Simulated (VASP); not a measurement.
**VASP 6.6.1 run: CdSe**

INCAR

```
LREAL = .FALSE.
NELM = 55
NSW = 0
IBRION = -1
LWAVE = .FALSE.
NBANDS = 16
LASPH = .FALSE.
NELMIN = 4
LCHARG = .FALSE.
ISIF = 2
SIGMA = 0.02
ENCUT = 350
GGA = PE
ISMEAR = -1
PREC = Accurate
EDIFF = 1E-7
```

KPOINTS

```
KPOINTS created by Atomic Simulation Environment
0
Gamma
8 8 8
0 0 0
```

POSCAR

```
Cd Se
 1.0000000000000000
     0.0000000000000000    2.9757475364000001    2.9757475364000001
     2.9757475364000001    0.0000000000000000    2.9757475364000001
     2.9757475364000001    2.9757475364000001    0.0000000000000000
 Cd  Se
   1   1
Cartesian
  0.0000000000000000  0.0000000000000000  0.0000000000000000
  1.4878737682000001  1.4878737682000001  1.4878737682000001
```

The recommended PBE PAW datasets give the neutral cell 18 valence electrons.

Command

```
mpirun -np 1 vasp_std
```

How does this run end, and what does it give?

It converged. Results: gap between bands v and c on the k mesh 0.74 eV; least direct gap on the k mesh 0.74 eV; pressure 7.2 GPa. Band v is the last that the valence electrons fill when counted band by band, and c is the next.

OSZICAR

```
N       E                     dE             d eps       ncg     rms          rms(c)
DAV:   1     0.817735078695E+02    0.81774E+02   -0.73441E+03   968   0.747E+02
DAV:   2    -0.303235879249E+01   -0.84806E+02   -0.81033E+02  1112   0.215E+02
DAV:   3    -0.570730811429E+01   -0.26749E+01   -0.26722E+01  1096   0.397E+01
DAV:   4    -0.571640626472E+01   -0.90982E-02   -0.90979E-02  1200   0.227E+00
DAV:   5    -0.571646163141E+01   -0.55367E-04   -0.55367E-04  1080   0.156E-01    0.738E+00
DAV:   6    -0.536925607568E+01    0.34721E+00   -0.50451E-01  1368   0.899E+00    0.565E+00
DAV:   7    -0.534376731617E+01    0.25489E-01   -0.16223E-01  1088   0.268E+00    0.225E+00
DAV:   8    -0.534432660534E+01   -0.55929E-03   -0.16180E-02  1096   0.157E+00    0.269E-01
DAV:   9    -0.534441916722E+01   -0.92562E-04   -0.15794E-03  1112   0.539E-01    0.529E-02
DAV:  10    -0.534448377291E+01   -0.64606E-04   -0.16392E-04  1208   0.163E-01    0.414E-02
DAV:  11    -0.534452523932E+01   -0.41466E-04   -0.66404E-05  1088   0.506E-02    0.129E-02
DAV:  12    -0.534452553146E+01   -0.29214E-06   -0.20903E-06  1160   0.198E-02    0.476E-03
DAV:  13    -0.534452579110E+01   -0.25964E-06   -0.12082E-06  1152   0.982E-03    0.142E-03
DAV:  14    -0.534452584085E+01   -0.49745E-07   -0.34951E-08   880   0.131E-03
   1 F= -.53445258E+01 E0= -.53445258E+01  d E =-.588059E-10
```

For comparison, a separate PBE run of the intended cell, on usual settings and not on those above, gives a gap of 0.74 eV on its mesh and a pressure of 7.6 GPa.
